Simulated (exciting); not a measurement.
# GaAs (F-43m) in exciting: settings compared

One crystal, GaAs, is run at these levels: LDA, PBEsol; tasks: Wannier functions, TDDFT spectrum, phonons.

Everything below comes from runs of exciting (release sodium). Logs are shortened: lines on timing, memory, paths and dates and some standing lists are left out, and cuts for length are marked.

**Measured values to compare with.**

“Evidence of valence band perturbations in GaAsN/GaAs(001): A combined variable-angle spectroscopic ellipsometry and modulated photoreflectance investigation”, 2008, arxiv:0805.2212 reports, for a bulk crystal of GaAs at 300 K: band gap 1.412 ± 0.01 eV (direct).

How close the calculation comes is told below.

## (1) The crystal as given

It takes space group F-43m (No. 216, cubic). Conventional cell: a = 5.654 Å, b = 5.654 Å, c = 5.654 Å, α = 90.00°, β = 90.00°, γ = 90.00°. As (site symmetry -43m) is surrounded by 4 Ga at 2.45 Å. Around Ga (site symmetry -43m) lie 4 As at 2.45 Å.

## (2) Wannier functions, LDA

input.xml

```xml
<input>
  <title>GaAs</title>
  <structure speciespath="./" tshift="false">
    <crystal scale="1">
      <basevect>0.000000000000 5.341972295398 5.341972295398</basevect>
      <basevect>5.341972295398 0.000000000000 5.341972295398</basevect>
      <basevect>5.341972295398 5.341972295398 0.000000000000</basevect>
    </crystal>
    <species speciesfile="As.xml" rmt="2">
      <atom coord="0.750000000000 0.750000000000 0.750000000000"/>
    </species>
    <species speciesfile="Ga.xml" rmt="2">
      <atom coord="0.000000000000 0.000000000000 0.000000000000"/>
    </species>
  </structure>
  <groundstate do="fromscratch" ngridk="7 7 7" rgkmax="7.5" gmaxvr="14" lmaxapw="10" lmaxmat="10" lmaxvr="8" xctype="LDA_PW" stype="Gaussian" swidth="0.00018375" nempty="10" ValenceRelativity="iora*" epsengy="1e-05" epspot="1e-05" maxscl="60" outputlevel="normal"/>
  <properties>
    <wannier do="fromscratch">
      <group fst="12" lst="14" method="opfmax"/>
    </wannier>
  </properties>
</input>
```

Potentials or basis: all-electron LAPW+lo, shipped species files, valence relativity iora*.

Run with:

```
> OMP_NUM_THREADS=1 exciting_smp
```

INFO.OUT:

```text
================================================================================
EXCITING SODIUM started
[... 10 lines left out ...]

 Lattice vectors (cartesian) :
      0.0000000000      5.3419722954      5.3419722954
      5.3419722954      0.0000000000      5.3419722954
      5.3419722954      5.3419722954      0.0000000000

 Reciprocal lattice vectors (cartesian) :
     -0.5880960214      0.5880960214      0.5880960214
      0.5880960214     -0.5880960214      0.5880960214
      0.5880960214      0.5880960214     -0.5880960214

 Unit cell volume                           :     304.8841797692
 Brillouin zone volume                      :       0.8135883391

 Species :    1 (As)
     parameters loaded from                 :    As.xml
     name                                   :    arsenic
     nuclear charge                         :     -33.00000000
     electronic charge                      :      33.00000000
     atomic mass                            :  136573.72190000
     muffin-tin radius                      :       2.00000000
     # of radial points in muffin-tin       :     350

     atomic positions (lattice) :
       1 :   0.75000000  0.75000000  0.75000000

 Species :    2 (Ga)
     parameters loaded from                 :    Ga.xml
     name                                   :    gallium
     nuclear charge                         :     -31.00000000
     electronic charge                      :      31.00000000
     atomic mass                            :  127097.25380000
     muffin-tin radius                      :       2.00000000
     # of radial points in muffin-tin       :     350

     atomic positions (lattice) :
       1 :   0.00000000  0.00000000  0.00000000

 Total number of atoms per unit cell        :       2

 Spin treatment                             :    spin-unpolarised

 Number of Bravais lattice symmetries       :      48
 Number of crystal symmetries               :      24

 k-point grid                               :       7    7    7
 Total number of k-points                   :      30
 k-point set is reduced with crystal symmetries

 R^MT_min * |G+k|_max (rgkmax)              :       7.50000000
 Species with R^MT_min                      :       1 (As)
 Maximum |G+k| for APW functions            :       3.75000000
 Maximum |G| for potential and density      :      14.00000000

 G-vector grid sizes                        :      36    36    36
 Total number of G-vectors                  :   14163

 Maximum angular momentum used for
     APW functions                          :      10
     computing H and O matrix elements      :      10
     potential and density                  :       8
     inner part of muffin-tin               :       2

 Total nuclear charge                       :     -64.00000000
 Total electronic charge                    :      64.00000000
 Total core charge                          :      36.00000000
 Total valence charge                       :      28.00000000

 Number of empty states                     :      10
 Total number of valence states             :      25

 Maximum Hamiltonian size                   :     312
 Maximum number of plane-waves              :     284
 Total number of local-orbitals             :      28

 Exchange-correlation type                  :       3
     Perdew-Wang, Phys. Rev. B 45, 13244 (1992)

 Smearing scheme                            :    Gaussian
 Smearing width                             :       0.00018375

 Using multisecant Broyden potential mixing
[... 16 lines left out ...]
+ SCF iteration number :    1                                                  +
++++++++++++++++++++++++++++++++++++++++++++++++++++++++++++++++++++++++++++++++
 Total energy                               :     -4198.02743022
 _______________________________________________________________
 Fermi energy                               :         0.17239484
 Kinetic energy                             :      4287.34330427
 Coulomb energy                             :     -8331.77180029
 Exchange energy                            :      -147.85020106
 Correlation energy                         :        -5.74873314

 DOS at Fermi energy (states/Ha/cell)       :         0.00000000

 Electron charges :
     core                                   :        36.00000000
     core leakage                           :         0.00803512
     valence                                :        28.00000000
     interstitial                           :         4.73936365
     charge in muffin-tin spheres :
                  atom     1    As          :        30.50621301
                  atom     2    Ga          :        28.75442333
     total charge in muffin-tins            :        59.26063635
     total charge                           :        64.00000000

 Estimated fundamental gap                  :         0.02066857
        valence-band maximum at    1      0.0000  0.0000  0.0000
     conduction-band minimum at    1      0.0000  0.0000  0.0000

++++++++++++++++++++++++++++++++++++++++++++++++++++++++++++++++++++++++++++++++
+ SCF iteration number :    2                                                  +
++++++++++++++++++++++++++++++++++++++++++++++++++++++++++++++++++++++++++++++++
 Total energy                               :     -4199.12731866
 _______________________________________________________________
 Fermi energy                               :         0.17510110
 Kinetic energy                             :      4287.07923822
 Coulomb energy                             :     -8332.55849415
 Exchange energy                            :      -147.89861321
 Correlation energy                         :        -5.74944952

 DOS at Fermi energy (states/Ha/cell)       :         0.00000000

 Electron charges :
     core                                   :        36.00000000
     core leakage                           :         0.00792153
     valence                                :        28.00000000
     interstitial                           :         4.75445131
     charge in muffin-tin spheres :
                  atom     1    As          :        30.44423905
                  atom     2    Ga          :        28.80130964
     total charge in muffin-tins            :        59.24554869
     total charge                           :        64.00000000

 Estimated fundamental gap                  :         0.01567511
        valence-band maximum at    1      0.0000  0.0000  0.0000
     conduction-band minimum at    1      0.0000  0.0000  0.0000

 RMS change in effective potential (target) :  0.354773E-01  ( 0.100000E-04)
 Absolute change in total energy   (target) :   1.09989      ( 0.100000E-04)
 Charge distance                   (target) :  0.269347E-02  ( 0.100000E-04)

++++++++++++++++++++++++++++++++++++++++++++++++++++++++++++++++++++++++++++++++
+ SCF iteration number :    3                                                  +
++++++++++++++++++++++++++++++++++++++++++++++++++++++++++++++++++++++++++++++++
 Total energy                               :     -4199.32139964
 _______________________________________________________________
 Fermi energy                               :         0.17662954
 Kinetic energy                             :      4287.07337834
 Coulomb energy                             :     -8332.73692695
 Exchange energy                            :      -147.90840128
 Correlation energy                         :        -5.74944975
[... 291 lines left out ...]
 Electron charges :
     core                                   :        36.00000000
     core leakage                           :         0.00785915
     valence                                :        28.00000000
     interstitial                           :         4.78233193
     charge in muffin-tin spheres :
                  atom     1    As          :        30.39073142
                  atom     2    Ga          :        28.82693665
     total charge in muffin-tins            :        59.21766807
     total charge                           :        64.00000000

 Estimated fundamental gap                  :         0.01014003
        valence-band maximum at    1      0.0000  0.0000  0.0000
     conduction-band minimum at    1      0.0000  0.0000  0.0000

 RMS change in effective potential (target) :  0.991745E-08  ( 0.100000E-04)
 Absolute change in total energy   (target) :  0.710173E-06  ( 0.100000E-04)
 Charge distance                   (target) :  0.228957E-08  ( 0.100000E-04)

++++++++++++++++++++++++++++++++++++++++++++++++++++++++++++++++++++++++++++++++
+ SCF iteration number :   13                                                  +
++++++++++++++++++++++++++++++++++++++++++++++++++++++++++++++++++++++++++++++++
 Total energy                               :     -4199.41543692
 _______________________________________________________________
 Fermi energy                               :         0.17687764
 Kinetic energy                             :      4286.97031235
 Coulomb energy                             :     -8332.72894421
 Exchange energy                            :      -147.90763250
 Correlation energy                         :        -5.74917256

 DOS at Fermi energy (states/Ha/cell)       :         0.00000000

 Electron charges :
     core                                   :        36.00000000
     core leakage                           :         0.00785915
     valence                                :        28.00000000
     interstitial                           :         4.78233194
     charge in muffin-tin spheres :
                  atom     1    As          :        30.39073142
                  atom     2    Ga          :        28.82693664
     total charge in muffin-tins            :        59.21766806
     total charge                           :        64.00000000

 Estimated fundamental gap                  :         0.01014003
        valence-band maximum at    1      0.0000  0.0000  0.0000
     conduction-band minimum at    1      0.0000  0.0000  0.0000

 RMS change in effective potential (target) :  0.230453E-08  ( 0.100000E-04)
 Absolute change in total energy   (target) :  0.126463E-06  ( 0.100000E-04)
 Charge distance                   (target) :  0.133645E-08  ( 0.100000E-04)

++++++++++++++++++++++++++++++++++++++++++++++++++++++++++++++++++++++++++++++++
| Convergency criteria checked for the last 2 iterations                       +
| Convergence targets achieved. Performing final SCF iteration                 +
++++++++++++++++++++++++++++++++++++++++++++++++++++++++++++++++++++++++++++++++
 Total energy                               :     -4199.41543682
 _______________________________________________________________
 Fermi energy                               :         0.17687764
 Kinetic energy                             :      4286.97031234
 Coulomb energy                             :     -8332.72894410
 Exchange energy                            :      -147.90763249
 Correlation energy                         :        -5.74917256

 DOS at Fermi energy (states/Ha/cell)       :         0.00000000

 Electron charges :
     core                                   :        36.00000000
     core leakage                           :         0.00785915
     valence                                :        28.00000000
     interstitial                           :         4.78233193
     charge in muffin-tin spheres :
                  atom     1    As          :        30.39073142
                  atom     2    Ga          :        28.82693665
     total charge in muffin-tins            :        59.21766807
     total charge                           :        64.00000000

 Estimated fundamental gap                  :         0.01014003
        valence-band maximum at    1      0.0000  0.0000  0.0000
     conduction-band minimum at    1      0.0000  0.0000  0.0000

++++++++++++++++++++++++++++++++++++++++++++++++++++++++++++++++++++++++++++++++
[... 9 lines left out ...]
| EXCITING SODIUM stopped                                                      =
================================================================================
```

It took 49 s on 1 thread of AMD EPYC 7R13 (Zen 3), shared host; peak memory 0.36 GiB.

What came out:

- Band gap on the k mesh: 0.28 eV, direct
- All electrons inside the program's atomic spheres: As 30.39; Ga 28.83 (radii As 2.0, Ga 2.0 bohr)
- Total Wannier spread: 10.60 Å² over 3 functions

Wannier centres (Å) and spreads (Å²):
| function | x | y | z | spread |
| --- | --- | --- | --- | --- |
| 1 | -1.227 | -1.050 | -1.227 | 3.532 |
| 2 | 3.877 | 4.053 | 4.427 | 3.532 |
| 3 | 4.427 | 4.053 | 3.877 | 3.532 |

(Part 1 of 3 ends here.)
